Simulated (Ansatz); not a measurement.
# B: energy above lowest point as volume scale varies

All results are calculated (Ansatz 0.2.0). Free energy against uniform scaling of the volume at fixed shape and fractions; periodic cell, basis, potentials, k mesh and filling as listed.

The cell before it is scaled or strained (space group P6/mmm, No. 191):
```
B
1.0
      1.7024     0.0000     0.0000
     -0.8512     1.4744     0.0000
      0.0000     0.0000     3.6354
B
1
Direct
  0.00000 0.00000 0.00000
```

Settings of every row: functional PBEsol; dispersion none; potentials all-electron LAPW; k mesh 15x15x6; k shift 0x0x0; occupations fermi dirac; smearing width 0.1 eV; spin none.

Limits: coarse k mesh, up to 40 meV an atom off; the cell comes from a prototype or a list of computed structures and needn't be the stable phase.

```
row  volume scale  V (Å³/atom)  energy above lowest point (meV/atom)
  1          0.94        8.577                                  26.4
  2          0.97        8.851                                   7.6
  3             1        9.125                                     0
  4          1.03        9.399                                     ?
  5          1.06        9.672                                  12.6
```

Question: what energy above lowest point should row 4 give?

Worked fit of energy above lowest point. Take u = (V_r/V)^(2/3) − 1 with V_r = 8.988 Å³ an atom, which is twice the finite (Eulerian) strain; such expansions in the strain, on which the Birch-Murnaghan equation of state is built, carry the rest volume and the bulk modulus. The shown rows have u = 0.0317, 0.01029, -0.01003, -0.04772. Least squares give energy above lowest point = 2.49 + 368.8 × u + 12165 × u² meV/atom; a straight line predicts inner rows, each left out in turn, worse (root mean square 12 against 0.047 meV/atom). All shown rows lie on it to the printed digit. Its lowest point lies at u = -0.0152, or V = 9.196 Å³ an atom, and the curvature there gives the bulk modulus at fixed shape and fractions, B = (4/9)(1 + u)² E″(u)/V = 183 GPa. Letting shape and atoms relax would as a rule lower it, by much in layered, chain or molecular crystals. The withheld row has u = -0.02937, so the fit gives 2.49 + 368.8 × (-0.02937) + 12165 × (-0.02937)² = 2.2 meV/atom.

The calculation gave 2.1 meV/atom. The fit lies 0.1 meV/atom (0.38 % of the column's range) above it, one unit of the last digit.
